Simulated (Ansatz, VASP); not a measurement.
# Two plane-wave programs on GaN

```
Ga N
1.0
     0.00000    2.25350    2.25350
     2.25350    0.00000    2.25350
     2.25350    2.25350    0.00000
Ga N
1 1
Direct
  0.00000 0.00000 0.00000
  0.75000 0.75000 0.75000
```

The cell is a database's computed one.

Alike in both runs: task single point; functional LDA; k mesh 8 × 8 × 8; occupations gaussian, width 0.1 eV; no spin polarisation.

|  | VASP | Ansatz |
| --- | --- | --- |
| version | VASP 6.6.1 | Ansatz 0.2.0 |
| potentials or method | VASP PAW LDA potentials, release 64 (Ga_d, N) | scalar-relativistic, plane waves, PAW |
| plane-wave cutoff (eV) | 520 | 420 |
| valence electrons in the cell | 18 | 18 |

```csv
,VASP,Ansatz,Ansatz less VASP
gap on the k mesh at the Fermi level (eV),1.75,1.73,-0.015
least direct gap on the mesh (eV),1.75,1.73,-0.015
pressure (GPa),-5.4,-6.5,-1.04
```

As with any semilocal functional, this LDA gap is likely too small.
